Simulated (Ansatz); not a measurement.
Crystal: Pt.

```
Pt
1.0
     0.00000    1.96090    1.96090
     1.96090    0.00000    1.96090
     1.96090    1.96090    0.00000
Pt
1
Direct
  0.00000 0.00000 0.00000
```

Base run:

* Program: Ansatz 0.2.0
* Functional: PBEsol
* Potentials or basis: Ansatz PAW
* Cutoff: 420 eV (not typed: the program's choice for these potentials)
* k mesh: 12 × 12 × 12
* Occupations: fermi-dirac, width 0.05 eV
* Spin: no spin polarisation

Its results: band gap on the k mesh none (metal or under the smearing width); pressure -0.6 GPa.

Task: The run is repeated on the same cell with these changes: functional from PBEsol to PBE. What comes out?

Result: Band gap on the k mesh none (metal or under the smearing width); pressure 10.3 GPa.

PBE binds less tightly than PBEsol, so the same cell stands under more pressure.

Caveats: spin-orbit coupling is left out, which moves the levels of the heavy elements; the PAW data sets come from PBE, with cores solved anew for the run's functional, which leaves a small shift of forces and pressure (some runs).
